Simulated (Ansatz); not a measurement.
**RbBr (rocksalt): equation of state and elastic constants**

The task here is to estimate one member of a computed series from the others.

Method: DFT PBE, scalar-relativistic, plane waves, PAW, in Ansatz 0.2.0.

1 further run of the same task is left out (it didn't finish).

## Starting point

Symmetry: Fm-3m, No. 225, cubic system. Conventional cell: a = 7.017 Å, b = 7.017 Å, c = 7.017 Å, α = 90.00°, β = 90.00°, γ = 90.00°. Rb (site symmetry m-3m) has 6 Br at 3.51 Å as nearest neighbours. Around Br (site symmetry m-3m) lie 6 Rb at 3.51 Å.

Coordinates:

```cif
data_structure
_symmetry_space_group_name_H-M 'Fm-3m'
_symmetry_Int_Tables_number 225
_cell_length_a 7.0167
_cell_length_b 7.0167
_cell_length_c 7.0167
_cell_angle_alpha 90.000
_cell_angle_beta 90.000
_cell_angle_gamma 90.000
_cell_volume 345.46
loop_
_atom_site_label
_atom_site_type_symbol
_atom_site_symmetry_multiplicity
_atom_site_Wyckoff_symbol
_atom_site_fract_x
_atom_site_fract_y
_atom_site_fract_z
_atom_site_occupancy
Rb1 Rb 4 b 0.50000 0.00000 0.00000 1
Br1 Br 4 a 0.00000 0.00000 0.00000 1
```

An earlier run at PBE left this cell at 43.182 Å³/atom and 0.01 GPa (8×8×8 mesh).

Volume factors to run: 0.980, 1.020, 0.960, 1.040, 1.070, 1.100, 0.945.

Set-up of the first run:

Input file input.yaml:

```yaml
crystal:
  lattice:
    - [0.0, 3.484796283, 3.484796283]
    - [3.484796283, 0.0, 3.484796283]
    - [3.484796283, 3.484796283, 0.0]
  atoms:
    - { symbol: Rb, position: [0.5, 0.5, 0.5] }
    - { symbol: Br, position: [0.0, 0.0, 0.0] }
basis:
  ecutwfc: 420
  ecutrho_ratio: 4
kpoints:
  mp_grid: { grid: [8, 8, 8] }
hamiltonian:
  xc: pbe
scf:
  occupations: { method: gaussian, width: 0.05 }
output:
  forces: true
  stress: true
  eigenvalues: true
```

Started as:

```bash
ansatz run input.yaml --threads 2 --pin off --max-ram 2662MiB --backend cpu --events-out ev --progress --plain --runs-dir out
```

Among the steps run: Scaling the volume by 0.980; Volume × 1.020; Scaling the volume by 0.960; Volume × 1.040; Volume × 1.070; Volume × 1.100; Volume × 0.945.

One of the session's tables, all rows but one given; the rest of the session is left out.

It belongs to the step «The fit». 

```
volume (Å³/atom)  energy (meV/atom)  pressure (GPa)  gap (eV)
          40.807               5.51            0.78      4.33
          41.455               2.84            0.54      4.29
          42.319                  ?               ?         ?
          43.182               0.00            0.01      4.19
          44.046               0.58           -0.22      4.15
          44.910               2.31           -0.42      4.10
          46.205               6.75           -0.67      4.04
          47.501              13.10           -0.89      3.98
```

**Question.** Estimate the row for volume (Å³/atom) = 42.319.

Worked estimate for «energy (meV/atom)». A straight line through the neighbours (41.455, 2.84) and (43.182, 0.00) gives 2.84 + (0.00 − 2.84) × (42.319 − 41.455) / (43.182 − 41.455) = 1.42; a parabola fitted to 4 rows on both sides gives 0.71.

As computed: energy (meV/atom): 0.70; pressure (GPa): 0.26; gap (eV): 4.24. In «energy (meV/atom)» the line misses by +0.72 and the parabola by +0.01.
